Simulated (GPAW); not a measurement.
A run of GPAW 26.7.0:

run.py

```python
from ase.filters import FrechetCellFilter
from ase.io import write
from ase.optimize import FIRE
from ase.spacegroup import crystal
from gpaw import GPAW, PW

# Mg 2c
atoms = crystal(['Mg'],
                basis=[[0.6666666667, 0.3333333333, 0.75]],
                spacegroup=194, setting=1,  # P6_3/mmc
                cellpar=[3.2093, 3.2093, 5.2103, 90.0, 90.0, 120.0],
                primitive_cell=True)

calc = GPAW(mode=PW(800),
            xc='LDA',
            kpts={'size': (7, 7, 4), 'gamma': True},
            occupations={'name': 'fermi-dirac', 'width': 0.05},
            nbands=19,
            convergence={'density': 1e-06, 'energy': 1e-06, 'eigenstates': 1e-10},
            maxiter=150,
            txt='gpaw.txt')
atoms.calc = calc
opt = FIRE(FrechetCellFilter(atoms), trajectory='relax.traj', logfile='-')
done = opt.run(fmax=0.05, steps=60)
calc.write('gs.gpw')
write('result.traj', atoms)
print('Converged:', done)
print('Cell:', atoms.cell.cellpar().round(4))
print('Volume:', round(atoms.get_volume(), 4))
print(atoms.get_scaled_positions().round(5))
```

Potentials or basis: the program's PAW data sets (release 1.2.1) made for this functional, pw.

Command:

```console
$ OMP_NUM_THREADS=1 python run.py
```

Hardware: 1 thread of Arm Neoverse V2, on a shared host.

**Question.** Estimate the wall time of this run.

**Answer.** Wall time 3.9 min on 1 thread of Arm Neoverse V2 (shared host), peak memory 0.26 GiB. Counts: scf iterations 132, plane waves 2424, bands 19, k points 28, ion steps 18.
